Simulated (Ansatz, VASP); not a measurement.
Sr: VASP beside Ansatz

```
Sr
1.0
     1.82691   -3.41086    0.00000
     1.82691    3.41086    0.00000
     0.00000    0.00000    5.32655
Sr
1
Direct
  0.00000 0.00000 0.00000
```

Alike in both runs: task single point; functional PBE; k mesh 6 × 6 × 4; occupations gaussian, width 0.1 eV; no spin polarisation.

```csv
,VASP,Ansatz
version,VASP 6.6.1,Ansatz 0.2.0
potentials or method,"VASP PAW PBE potentials, release 64 (Sr_sv)","scalar-relativistic, plane waves, PAW"
plane-wave cutoff (eV),520,420
valence electrons in the cell,10,10
```

|  | VASP | Ansatz | Ansatz less VASP |
| --- | --- | --- | --- |
| gap on the k mesh at the Fermi level (eV) | none | none | - |
| pressure (GPa) | 1.8 | 1.8 | -0.01 |
| largest component of the traceless stress (GPa) | 4.68 | 4.66 | -0.015 |

A gap of «none» marks a metal or a gap that the smearing closes.
